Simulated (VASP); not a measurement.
Consider the following.

```
CELL_PARAMETERS angstrom
      0.00000     2.95712     2.95712
      2.95712     0.00000     2.95712
      2.95712     2.95712     0.00000
ATOMIC_POSITIONS crystal
  Na 0.00000 0.00000 0.00000
  Br 0.50000 0.50000 0.50000
```

Calculation: PBE GGA, VASP's PBE PAW potentials (set 64) (plane waves; VASP 6.6.1). Run with 520 eV cut-off, 8×8×8 Γ-centred mesh, Gaussian smearing of 0.050 eV, potentials Na_pv Br.

**Question.** Predict the energy per atom (σ→0), pressure, band gap (on the k-mesh) with the smallest direct gap where there is one.

**Answer.** 
```yaml
band gap (on the k-mesh): 4.24 eV
smallest direct gap (on the k-mesh): 4.24 eV
energy per atom (σ→0): -3.053 eV/atom
pressure: 1.37 GPa
```

Only differences to runs with the same potentials and settings are physical.

The compound is NaBr in the rock salt structure. This cell is one point of a volume scan, at 0.94 of the reference volume.
